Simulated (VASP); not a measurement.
Runs of VASP 6.6.1 on TiCo. The structure is cubic, space group Pm-3m (No. 221). The conventional cell has a = 2.986 Å, b = 2.986 Å, c = 2.986 Å, α = 90.00°, β = 90.00°, γ = 90.00°. Around Co (site symmetry m-3m) lie 8 Ti at 2.59 Å. Ti (site symmetry m-3m) has 8 Co at 2.59 Å as nearest neighbours. The cell comes from a database or a generator and needn't be the stable form of this composition.

```csv
task,level,potentials or basis,spin,U,cutoff (eV),smearing,gap on the mesh (eV),pressure (GPa),moment (μB)
single point,PBE,"VASP PAW PBE potentials, release 64 (Co, Ti_sv)","collinear, ferromagnetic start",-,520,fermi-dirac 0.05 eV,none,-1.1,0.79
band structure,PW91,"VASP PAW PBE potentials, release 64 (Co_GW, Ti_sv_GW)","collinear, ferromagnetic start",-,550,fermi-dirac 0.02 eV,-,-,(a)
single point,PBE,"VASP PAW PBE potentials, release 64 (Co_GW, Ti_sv_GW)","collinear, ferromagnetic start",-,550,gaussian 0.1 eV,none,-2.0,0.81
atomic charges,PBE+D3(BJ)+U,"VASP PAW PBE potentials, release 64 (Co, Ti_pv)","collinear, antiferromagnetic start","Co d U = 5.3 eV, Ti d U = 4 eV",520,methfessel-paxton 0.1 eV,none,(b),0.97
```

Alike in all rows: cell as given; k mesh 9 × 9 × 9.

Task: Estimate the missing entries.

Result: (a) 0.66; (b) 12.3.

Caveats: the PAW data sets were made with another functional, which shifts forces and pressure a little (some runs); pairwise dispersion overbinds metals, which lowers pressure and volume (some runs); the U is typed as a test and isn't derived for this compound (some runs).

A k mesh can miss the band edges.

A gap of «none» marks a metal or a gap under the smearing width.

Not every run made on this cell is shown here.
